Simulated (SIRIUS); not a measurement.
# BAs (F-43m) in SIRIUS: notebook, part 3 of 8

SIRIUS 7.12.0. The steps go on from the part before.

### Step 5. Equation of state, PBEsol, 13.35 Å³/atom (volume scaled by 0.98)

Input file sirius.json:

```json
{
  "control": {
    "processing_unit": "cpu",
    "std_evp_solver_name": "lapack",
    "gen_evp_solver_name": "lapack",
    "verbosity": 2,
    "print_forces": false,
    "ortho_rf": true,
    "use_second_variation": true,
    "rmt_max": 3.0,
    "num_bands_to_print": 21,
    "save_wf": true
  },
  "parameters": {
    "electronic_structure_method": "full_potential_lapwlo",
    "xc_functionals": ["XC_GGA_X_PBE_SOL", "XC_GGA_C_PBE_SOL"],
    "core_relativity": "dirac",
    "valence_relativity": "iora",
    "num_fv_states": 21,
    "smearing": "fermi_dirac",
    "smearing_width": 0.0018374661,
    "pw_cutoff": 21,
    "gk_cutoff": 4.09,
    "lmax_apw": 10,
    "lmax_rho": 8,
    "lmax_pot": 8,
    "num_mag_dims": 0,
    "auto_rmt": 0,
    "ngridk": [10, 10, 10],
    "shiftk": [0, 0, 0],
    "num_dft_iter": 80,
    "energy_tol": 1e-07,
    "density_tol": 1e-05,
    "use_symmetry": true
  },
  "settings": {"tol_ne": 1e-10},
  "iterative_solver": {"type": "exact"},
  "mixer": {"type": "anderson", "beta": 0.5, "max_history": 8},
  "unit_cell": {
    "lattice_vectors": [[0.0, 4.4833172456, 4.4833172456], [4.4833172456, 0.0, 4.4833172456], [4.4833172456, 4.4833172456, 0.0]],
    "atom_types": ["As", "B"],
    "atom_files": {"As": "As.json", "B": "B.json"},
    "atoms": {"As": [[0.75, 0.75, 0.75]], "B": [[0.0, 0.0, 0.0]]}
  }
}
```

Input file As.json:

```json
{
  "name": "arsenic",
  "symbol": "As",
  "number": 33,
  "mass": 74.9216,
  "rmin": 1e-06,
  "rmt": 2.18,
  "nrmt": 800,
  "rinf": 15.07,
  "core": "1s2s2p",
  "valence": [
    {"basis": [{"enu": 0.1, "dme": 0, "n": 0, "auto": 0}, {"enu": 0.1, "dme": 1, "n": 0, "auto": 0}]},
    {"l": 0, "n": 1, "basis": [{"enu": 0.0786, "dme": 0, "n": 0, "auto": 0}]},
    {"l": 1, "n": 2, "basis": [{"enu": 0.2, "dme": 0, "n": 0, "auto": 0}]},
    {"l": 2, "n": 3, "basis": [{"enu": 0.2, "dme": 0, "n": 0, "auto": 0}]},
    {"l": 3, "n": 4, "basis": [{"enu": 0.2, "dme": 0, "n": 0, "auto": 0}]}
  ],
  "lo": [
    {
      "l": 0,
      "basis": [{"enu": 0.0786, "dme": 0, "n": 0, "auto": 0}, {"enu": 0.0786, "dme": 1, "n": 0, "auto": 0}]
    },
    {
      "l": 0,
      "basis": [{"enu": 0.0786, "dme": 1, "n": 0, "auto": 0}, {"enu": 0.0786, "dme": 2, "n": 0, "auto": 0}]
    },
    {
      "l": 0,
      "basis": [{"enu": -6.5508, "dme": 0, "n": 3, "auto": 1}, {"enu": -6.5508, "dme": 1, "n": 3, "auto": 1}]
    },
    {
      "l": 0,
      "basis": [{"enu": 0.0786, "dme": 0, "n": 0, "auto": 0}, {"enu": 2.6036, "dme": 0, "n": 0, "auto": 0}]
    },
    {"l": 1, "basis": [{"enu": 0.2, "dme": 0, "n": 0, "auto": 0}, {"enu": 0.2, "dme": 1, "n": 0, "auto": 0}]},
    {
      "l": 1,
      "basis": [{"enu": -4.5009, "dme": 0, "n": 3, "auto": 1}, {"enu": -4.5009, "dme": 1, "n": 3, "auto": 1}]
    },
    {"l": 1, "basis": [{"enu": -4.5009, "dme": 1, "n": 3, "auto": 1}, {"enu": 0.2, "dme": 0, "n": 0, "auto": 0}]},
    {"l": 1, "basis": [{"enu": 0.2, "dme": 0, "n": 0, "auto": 0}, {"enu": 4.0717, "dme": 0, "n": 0, "auto": 0}]},
    {"l": 2, "basis": [{"enu": 0.2, "dme": 0, "n": 0, "auto": 0}, {"enu": 0.2, "dme": 1, "n": 0, "auto": 0}]},
    {
      "l": 2,
      "basis": [{"enu": -1.1085, "dme": 0, "n": 3, "auto": 1}, {"enu": -1.1085, "dme": 1, "n": 3, "auto": 1}]
    },
    {"l": 2, "basis": [{"enu": -1.1085, "dme": 1, "n": 3, "auto": 1}, {"enu": 0.2, "dme": 0, "n": 0, "auto": 0}]},
    {"l": 2, "basis": [{"enu": 0.2, "dme": 0, "n": 0, "auto": 0}, {"enu": 4.5767, "dme": 0, "n": 0, "auto": 0}]},
    {"l": 3, "basis": [{"enu": 0.2, "dme": 0, "n": 0, "auto": 0}, {"enu": 0.2, "dme": 1, "n": 0, "auto": 0}]},
    {"l": 3, "basis": [{"enu": 0.2, "dme": 0, "n": 0, "auto": 0}, {"enu": 3.8613, "dme": 0, "n": 0, "auto": 0}]}
  ],
  "free_atom": [... radial grid and density of the free atom, the start of the SCF ...]
}
```

Input file B.json:

```json
{
  "name": "boron",
  "symbol": "B",
  "number": 5,
  "mass": 10.811,
  "rmin": 1e-06,
  "rmt": 1.59,
  "nrmt": 800,
  "rinf": 17.81,
  "core": "",
  "valence": [
    {"basis": [{"enu": 0.1, "dme": 0, "n": 0, "auto": 0}, {"enu": 0.1, "dme": 1, "n": 0, "auto": 0}]},
    {"l": 0, "n": 1, "basis": [{"enu": 0.1459, "dme": 0, "n": 0, "auto": 0}]},
    {"l": 1, "n": 2, "basis": [{"enu": 0.2, "dme": 0, "n": 0, "auto": 0}]},
    {"l": 2, "n": 3, "basis": [{"enu": 0.2, "dme": 0, "n": 0, "auto": 0}]},
    {"l": 3, "n": 4, "basis": [{"enu": 0.2, "dme": 0, "n": 0, "auto": 0}]}
  ],
  "lo": [
    {
      "l": 0,
      "basis": [{"enu": 0.1459, "dme": 0, "n": 0, "auto": 0}, {"enu": 0.1459, "dme": 1, "n": 0, "auto": 0}]
    },
    {
      "l": 0,
      "basis": [{"enu": 0.1459, "dme": 1, "n": 0, "auto": 0}, {"enu": 0.1459, "dme": 2, "n": 0, "auto": 0}]
    },
    {
      "l": 0,
      "basis": [{"enu": -6.2264, "dme": 0, "n": 1, "auto": 1}, {"enu": -6.2264, "dme": 1, "n": 1, "auto": 1}]
    },
    {
      "l": 0,
      "basis": [{"enu": 0.1459, "dme": 0, "n": 0, "auto": 0}, {"enu": 4.8925, "dme": 0, "n": 0, "auto": 0}]
    },
    {"l": 1, "basis": [{"enu": 0.2, "dme": 0, "n": 0, "auto": 0}, {"enu": 0.2, "dme": 1, "n": 0, "auto": 0}]},
    {"l": 1, "basis": [{"enu": 0.2, "dme": 1, "n": 0, "auto": 0}, {"enu": 0.2, "dme": 2, "n": 0, "auto": 0}]},
    {"l": 1, "basis": [{"enu": 0.2, "dme": 0, "n": 0, "auto": 0}, {"enu": 5.6586, "dme": 0, "n": 0, "auto": 0}]},
    {"l": 2, "basis": [{"enu": 0.2, "dme": 0, "n": 0, "auto": 0}, {"enu": 0.2, "dme": 1, "n": 0, "auto": 0}]},
    {"l": 2, "basis": [{"enu": 0.2, "dme": 1, "n": 0, "auto": 0}, {"enu": 0.2, "dme": 2, "n": 0, "auto": 0}]},
    {"l": 2, "basis": [{"enu": 0.2, "dme": 0, "n": 0, "auto": 0}, {"enu": 6.3706, "dme": 0, "n": 0, "auto": 0}]},
    {"l": 3, "basis": [{"enu": 0.2, "dme": 0, "n": 0, "auto": 0}, {"enu": 0.2, "dme": 1, "n": 0, "auto": 0}]}
  ],
  "free_atom": [... radial grid and density of the free atom, the start of the SCF ...]
}
```

Input file sirius_start.json:

```json
{
  "control": {
    "processing_unit": "cpu",
    "std_evp_solver_name": "lapack",
    "gen_evp_solver_name": "lapack",
    "verbosity": 1,
    "print_forces": false,
    "ortho_rf": true,
    "use_second_variation": true,
    "rmt_max": 3.0,
    "num_bands_to_print": 21,
    "save_wf": false
  },
  "parameters": {
    "electronic_structure_method": "full_potential_lapwlo",
    "xc_functionals": ["XC_LDA_X", "XC_LDA_C_PW"],
    "core_relativity": "dirac",
    "valence_relativity": "iora",
    "num_fv_states": 21,
    "smearing": "fermi_dirac",
    "smearing_width": 0.0055123983,
    "pw_cutoff": 21,
    "gk_cutoff": 3.27,
    "lmax_apw": 10,
    "lmax_rho": 8,
    "lmax_pot": 8,
    "num_mag_dims": 0,
    "auto_rmt": 0,
    "ngridk": [4, 4, 4],
    "shiftk": [0, 0, 0],
    "num_dft_iter": 30,
    "energy_tol": 0.01,
    "density_tol": 0.05,
    "use_symmetry": true
  },
  "settings": {"tol_ne": 1e-10},
  "iterative_solver": {"type": "exact"},
  "mixer": {"type": "anderson", "beta": 0.5, "max_history": 8},
  "unit_cell": {
    "lattice_vectors": [[0.0, 4.4833172456, 4.4833172456], [4.4833172456, 0.0, 4.4833172456], [4.4833172456, 4.4833172456, 0.0]],
    "atom_types": ["As", "B"],
    "atom_files": {"As": "As.json", "B": "B.json"},
    "atoms": {"As": [[0.75, 0.75, 0.75]], "B": [[0.0, 0.0, 0.0]]}
  }
}
```

Command:

```console
OMP_NUM_THREADS=1 sirius.scf --input=sirius_start.json --output=start.json
OMP_NUM_THREADS=1 sirius.scf --input=sirius.json --output=output.json --task=1
```

Wall time 47 s (1 thread of Arm Neoverse V1, shared host); peak memory 0.44 GiB.

It converged, with:

| Property | Result |
| --- | --- |
| Free energy | -62157.0998 eV |
| Band gap on the k mesh | 1.07 eV, indirect (least direct gap 3.27 eV) |
| All electrons inside the program's atomic spheres | As 31.09; B 3.48 (radii As 2.18, B 1.59 bohr) |

### Step 6. Equation of state, PBEsol, 13.90 Å³/atom (volume scaled by 1.02)

sirius.json: that of step 5 with these lines changed.

```diff
@@ -39,3 +39,3 @@
   "unit_cell": {
-    "lattice_vectors": [[0.0, 4.4833172456, 4.4833172456], [4.4833172456, 0.0, 4.4833172456], [4.4833172456, 4.4833172456, 0.0]],
+    "lattice_vectors": [[0.0, 4.5435031824, 4.5435031824], [4.5435031824, 0.0, 4.5435031824], [4.5435031824, 4.5435031824, 0.0]],
     "atom_types": ["As", "B"],
```

Input file As.json:

```json
{
  "name": "arsenic",
  "symbol": "As",
  "number": 33,
  "mass": 74.9216,
  "rmin": 1e-06,
  "rmt": 2.18,
  "nrmt": 800,
  "rinf": 15.07,
  "core": "1s2s2p",
  "valence": [
    {"basis": [{"enu": 0.08, "dme": 0, "n": 0, "auto": 0}, {"enu": 0.08, "dme": 1, "n": 0, "auto": 0}]},
    {"l": 0, "n": 1, "basis": [{"enu": 0.0586, "dme": 0, "n": 0, "auto": 0}]},
    {"l": 1, "n": 2, "basis": [{"enu": 0.18, "dme": 0, "n": 0, "auto": 0}]},
    {"l": 2, "n": 3, "basis": [{"enu": 0.18, "dme": 0, "n": 0, "auto": 0}]},
    {"l": 3, "n": 4, "basis": [{"enu": 0.18, "dme": 0, "n": 0, "auto": 0}]}
  ],
  "lo": [
    {
      "l": 0,
      "basis": [{"enu": 0.0586, "dme": 0, "n": 0, "auto": 0}, {"enu": 0.0586, "dme": 1, "n": 0, "auto": 0}]
    },
    {
      "l": 0,
      "basis": [{"enu": 0.0586, "dme": 1, "n": 0, "auto": 0}, {"enu": 0.0586, "dme": 2, "n": 0, "auto": 0}]
    },
    {
      "l": 0,
      "basis": [{"enu": -6.5708, "dme": 0, "n": 3, "auto": 1}, {"enu": -6.5708, "dme": 1, "n": 3, "auto": 1}]
    },
    {
      "l": 0,
      "basis": [{"enu": 0.0586, "dme": 0, "n": 0, "auto": 0}, {"enu": 2.5836, "dme": 0, "n": 0, "auto": 0}]
    },
    {"l": 1, "basis": [{"enu": 0.18, "dme": 0, "n": 0, "auto": 0}, {"enu": 0.18, "dme": 1, "n": 0, "auto": 0}]},
    {
      "l": 1,
      "basis": [{"enu": -4.5209, "dme": 0, "n": 3, "auto": 1}, {"enu": -4.5209, "dme": 1, "n": 3, "auto": 1}]
    },
    {
      "l": 1,
      "basis": [{"enu": -4.5209, "dme": 1, "n": 3, "auto": 1}, {"enu": 0.18, "dme": 0, "n": 0, "auto": 0}]
    },
    {"l": 1, "basis": [{"enu": 0.18, "dme": 0, "n": 0, "auto": 0}, {"enu": 4.0517, "dme": 0, "n": 0, "auto": 0}]},
    {"l": 2, "basis": [{"enu": 0.18, "dme": 0, "n": 0, "auto": 0}, {"enu": 0.18, "dme": 1, "n": 0, "auto": 0}]},
    {
      "l": 2,
      "basis": [{"enu": -1.1285, "dme": 0, "n": 3, "auto": 1}, {"enu": -1.1285, "dme": 1, "n": 3, "auto": 1}]
    },
    {
      "l": 2,
      "basis": [{"enu": -1.1285, "dme": 1, "n": 3, "auto": 1}, {"enu": 0.18, "dme": 0, "n": 0, "auto": 0}]
    },
    {"l": 2, "basis": [{"enu": 0.18, "dme": 0, "n": 0, "auto": 0}, {"enu": 4.5567, "dme": 0, "n": 0, "auto": 0}]},
    {"l": 3, "basis": [{"enu": 0.18, "dme": 0, "n": 0, "auto": 0}, {"enu": 0.18, "dme": 1, "n": 0, "auto": 0}]},
    {"l": 3, "basis": [{"enu": 0.18, "dme": 0, "n": 0, "auto": 0}, {"enu": 3.8413, "dme": 0, "n": 0, "auto": 0}]}
  ],
  "free_atom": [... radial grid and density of the free atom, the start of the SCF ...]
}
```

Input file B.json:

```json
{
  "name": "boron",
  "symbol": "B",
  "number": 5,
  "mass": 10.811,
  "rmin": 1e-06,
  "rmt": 1.59,
  "nrmt": 800,
  "rinf": 17.81,
  "core": "",
  "valence": [
    {"basis": [{"enu": 0.08, "dme": 0, "n": 0, "auto": 0}, {"enu": 0.08, "dme": 1, "n": 0, "auto": 0}]},
    {"l": 0, "n": 1, "basis": [{"enu": 0.1259, "dme": 0, "n": 0, "auto": 0}]},
    {"l": 1, "n": 2, "basis": [{"enu": 0.18, "dme": 0, "n": 0, "auto": 0}]},
    {"l": 2, "n": 3, "basis": [{"enu": 0.18, "dme": 0, "n": 0, "auto": 0}]},
    {"l": 3, "n": 4, "basis": [{"enu": 0.18, "dme": 0, "n": 0, "auto": 0}]}
  ],
  "lo": [
    {
      "l": 0,
      "basis": [{"enu": 0.1259, "dme": 0, "n": 0, "auto": 0}, {"enu": 0.1259, "dme": 1, "n": 0, "auto": 0}]
    },
    {
      "l": 0,
      "basis": [{"enu": 0.1259, "dme": 1, "n": 0, "auto": 0}, {"enu": 0.1259, "dme": 2, "n": 0, "auto": 0}]
    },
    {
      "l": 0,
      "basis": [{"enu": -6.2464, "dme": 0, "n": 1, "auto": 1}, {"enu": -6.2464, "dme": 1, "n": 1, "auto": 1}]
    },
    {
      "l": 0,
      "basis": [{"enu": 0.1259, "dme": 0, "n": 0, "auto": 0}, {"enu": 4.8725, "dme": 0, "n": 0, "auto": 0}]
    },
    {"l": 1, "basis": [{"enu": 0.18, "dme": 0, "n": 0, "auto": 0}, {"enu": 0.18, "dme": 1, "n": 0, "auto": 0}]},
    {"l": 1, "basis": [{"enu": 0.18, "dme": 1, "n": 0, "auto": 0}, {"enu": 0.18, "dme": 2, "n": 0, "auto": 0}]},
    {"l": 1, "basis": [{"enu": 0.18, "dme": 0, "n": 0, "auto": 0}, {"enu": 5.6386, "dme": 0, "n": 0, "auto": 0}]},
    {"l": 2, "basis": [{"enu": 0.18, "dme": 0, "n": 0, "auto": 0}, {"enu": 0.18, "dme": 1, "n": 0, "auto": 0}]},
    {"l": 2, "basis": [{"enu": 0.18, "dme": 1, "n": 0, "auto": 0}, {"enu": 0.18, "dme": 2, "n": 0, "auto": 0}]},
    {"l": 2, "basis": [{"enu": 0.18, "dme": 0, "n": 0, "auto": 0}, {"enu": 6.3506, "dme": 0, "n": 0, "auto": 0}]},
    {"l": 3, "basis": [{"enu": 0.18, "dme": 0, "n": 0, "auto": 0}, {"enu": 0.18, "dme": 1, "n": 0, "auto": 0}]}
  ],
  "free_atom": [... radial grid and density of the free atom, the start of the SCF ...]
}
```

sirius_start.json: that of step 5 with these lines changed.

```diff
@@ -39,3 +39,3 @@
   "unit_cell": {
-    "lattice_vectors": [[0.0, 4.4833172456, 4.4833172456], [4.4833172456, 0.0, 4.4833172456], [4.4833172456, 4.4833172456, 0.0]],
+    "lattice_vectors": [[0.0, 4.5435031824, 4.5435031824], [4.5435031824, 0.0, 4.5435031824], [4.5435031824, 4.5435031824, 0.0]],
     "atom_types": ["As", "B"],
```

Potentials or basis: all-electron FP-LAPW, apw+lo standard.

Command:

```console
OMP_NUM_THREADS=1 sirius.scf --input=sirius_start.json --output=start.json
OMP_NUM_THREADS=1 sirius.scf --input=sirius.json --output=output.json --task=1
```

Run time: 53 s. Hardware: 1 thread of Arm Neoverse V1, shared host; peak memory 0.45 GiB.

It converged, with:

```
Free energy                                       : -62157.0945 eV
Band gap on the k mesh                            : 1.10 eV, indirect (least direct gap 3.22 eV)
All electrons inside the program's atomic spheres : As 31.04; B 3.44 (radii As 2.18, B 1.59 bohr)
```

(Part 3 of 8 ends here.)
